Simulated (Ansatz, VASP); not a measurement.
## AlNi in VASP and in Ansatz

The input run.py:

```python
from ase.calculators.vasp import Vasp
from ase.dft.bandgap import bandgap
from ase.io import read

atoms = read('AlNi.cif', primitive_cell=True, subtrans_included=False)
atoms.set_initial_magnetic_moments([1.0, 0.0])
calc = Vasp(
    directory='calc',
    xc='rpbe',
    pp='PBE',
    setups='minimal',
    prec='Accurate',
    encut=500,
    ediff=1e-06,
    ismear=0,
    sigma=0.1,
    lreal=False,
    lasph=True,
    nelm=150,
    algo='Normal',
    isif=2,
    lwave=False,
    lcharg=True,
    ispin=2,
    lorbit=11,
    lmaxmix=4,
    lelf=True,
    lvhar=True,
    kpts=[11, 11, 7],
    gamma=True,
    nbands=18,
)
atoms.calc = calc

print('energy (eV):', atoms.get_potential_energy())
print('free energy (eV):', atoms.get_potential_energy(force_consistent=True))
print('forces (eV/A):')
print(atoms.get_forces())
print('stress (eV/A^3, Voigt):', atoms.get_stress())
print('Fermi level (eV):', calc.get_fermi_level())
print('moment (muB):', atoms.get_magnetic_moment())
print('site moments (muB):', atoms.get_magnetic_moments())
gap, top, bottom = bandgap(calc)
print('band gap (eV):', gap, 'from (spin, k, band)', top, 'to', bottom)
```

File AlNi.cif:

```cif
data_AlNi
_cell_length_a 4.60136200
_cell_length_b 2.78936000
_cell_length_c 4.11106591
_cell_angle_alpha 90.00000000
_cell_angle_beta 109.26581165
_cell_angle_gamma 90.00000000
_space_group_name_H-M_alt 'C2/m'
_space_group_name_Hall '-C 2y'
_space_group_IT_number 12
loop_
_space_group_symop_operation_xyz
'x,y,z'
'-x,-y,-z'
'-x,y,-z'
'x,-y,z'
'x+1/2,y+1/2,z'
'-x+1/2,-y+1/2,-z'
'-x+1/2,y+1/2,-z'
'x+1/2,-y+1/2,z'
loop_
_atom_site_label
_atom_site_type_symbol
_atom_site_symmetry_multiplicity
_atom_site_Wyckoff_symbol
_atom_site_fract_x
_atom_site_fract_y
_atom_site_fract_z
_atom_site_occupancy
Ni1 Ni 2 d 0.5000000000 0.0000000000 0.5000000000 1
Al1 Al 2 a 0.0000000000 0.0000000000 0.0000000000 1
```

File input.yaml:

```yaml
crystal:
  lattice:
    - [2.300681, -1.39468, 0.0]
    - [2.300681, 1.39468, 0.0]
    - [-1.356451, 0.0, 3.880838]
  atoms:
    - { symbol: Ni, position: [0.5, 0.5, 0.5], spin: 1.0 }
    - { symbol: Al, position: [0.0, 0.0, 0.0] }
hamiltonian:
  xc: rpbe
  pseudopotentials: { kind: paw }
magnetization:
  spin_polarized: true
kpoints:
  mp_grid: { grid: [11, 11, 7] }
scf:
  occupations: { method: gaussian, width: 0.1 }
output:
  forces: true
  stress: true
  eigenvalues: true
  write_density: true
  write_potential: true
  elf: true
  volumetric_format: npy
```

The cell comes from a database or a generator and needn't be the stable form of this composition.

Alike in both runs: task single point; functional RPBE; k mesh 11 × 11 × 7; occupations gaussian, width 0.1 eV; collinear spin, ferromagnetic start.

|  | VASP | Ansatz |
| --- | --- | --- |
| version | VASP 6.6.1 | Ansatz 0.2.0 |
| potentials or method | VASP PAW PBE potentials, release 64 (Ni, Al) | Ansatz PAW |
| plane-wave cutoff (eV) | 500 | 420 |
| valence electrons in the cell | 13 | 21 |

Ansatz gave:

```
gap on the k mesh at the Fermi level (eV)       : none
pressure (GPa)                                  : 5.6
largest component of the traceless stress (GPa) : 1.50
net moment per atom (μB)                        : 0.00
```

Q: What did VASP give for the same quantities?

A: gap on the k mesh at the Fermi level (eV): none; pressure (GPa): 5.5; largest component of the traceless stress (GPa): 1.40; net moment per atom (μB): 0.00.

A gap of «none» marks a metal or a gap that the smearing closes. The functional is the same, so the differences come from potentials, cutoffs and numerics. The two sets of potentials don't hold the same shells in valence.

Caveats: the PAW data sets were made with another functional, which shifts forces and pressure a little (VASP); the PAW data sets come from PBE, with cores solved anew for the run's functional, which leaves a small shift of forces and pressure (Ansatz); the starting moments weren't kept (Ansatz).
